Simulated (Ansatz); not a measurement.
# Te (bcc): energy against volume

The calculation used DFT, RPBE, plane waves (420 eV) with PAW, scalar-relativistic in Ansatz 0.2.0. (PAW data from PBE, frozen cores regenerated.)

The cell is scaled uniformly from the relaxed one, with fractional coordinates and shape fixed. Energies are extrapolated to zero smearing, pressures are those at the given smearing. Magnetic state: spin not included.

A Birch-Murnaghan fit gives V₀ = 29.18 Å³/atom, B₀ = 51 GPa, B₀′ = 5.0.

Problem. What are the energy above the minimum and the pressure at 25.747 Å³/atom?

Solution. 82.0 meV/atom and 8.68 GPa as computed.

Problem. What are the energy above the minimum and the pressure at 28.088 Å³/atom?

Solution. 7.0 meV/atom and 2.20 GPa as computed.

Problem. What are the energy above the minimum and the pressure at 32.769 Å³/atom?

Solution. 55.1 meV/atom and -4.25 GPa as computed.
